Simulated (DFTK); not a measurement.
Runs of DFTK 0.8.2 on Pb. Symmetry: Fm-3m, No. 225, cubic system. Conventional cell: a = 4.950 Å, b = 4.950 Å, c = 4.950 Å, α = 90.00°, β = 90.00°, γ = 90.00°. Pb (site symmetry m-3m) is surrounded by 12 Pb at 3.50 Å. 

```tsv
task	level	potentials or basis	cell	k mesh	cutoff (eV)	valence electrons	SCF solver	gap on the mesh (eV)	pressure (GPa)
band structure	LDA	cp2k.nc.sr.lda.v0_1.largecore.gth (LDA, GTH)	as given	9 × 9 × 9	735	Pb 4	-	none	-3.2
band structure	r2SCAN	cp2k.nc.sr.pbe.v0_1.largecore.gth (PBE, GTH, large core)	as given	9 × 9 × 9	952	Pb 4	ScfAndersonSolver	none	(a)
band structure	r2SCAN	SG15 1.2 (PBE)	as given	9 × 9 × 9	1225	Pb 14	-	none	-0.5
band structure	BJ06	SG15 1.2 (PBE)	as given	9 × 9 × 9	1225	Pb 14	-	none	-
single point	PBEsol	dojo.nc.sr.pbesol.v0_4_1.standard.upf (PBEsol)	as given	9 × 9 × 9	925	Pb 14	-	none	-0.6
band structure	BJ06	in-house norm-conserving set (r2SCAN, scalar relativistic)	as given	8 × 8 × 8	844	Pb 14	-	none	-
band structure	PBEsol	SG15 1.2 (PBE)	as given	9 × 9 × 9	1225	Pb 14	-	none	-0.6
band structure	LDA	SG15 1.2 (PBE)	as given	9 × 9 × 9	1225	Pb 14	-	none	-2.3
single point	PBEsol	dojo.nc.sr.pbesol.v0_4_1.standard.upf (PBEsol)	cell strained at random at fixed volume	9 × 9 × 9	925	Pb 14	-	none	-0.6
```

Alike in all rows: no spin polarisation; smearing fermi-dirac 0.05 eV.

Task: Estimate the missing entries.

Result: (a) 2.0.

Caveats: spin-orbit coupling is left out, which moves the levels of the heavy elements (some runs); the potentials were made for another functional, which shifts forces and pressure (some runs); GTH potentials come without recommended cutoffs, and this one wasn't checked for convergence (some runs); the program leaves the constant c of mgga_x_tb09 at 1, so the potential is Becke-Johnson's (BJ06) and not Tran and Blaha's, with levels but no total energy (some runs); this set keeps more shells in the core, which shifts pressures and gaps (some runs).

A k mesh can miss the band edges, and the runs leave out spin-orbit coupling on Pb.

A gap of «none» marks a metal or a gap under the smearing width.
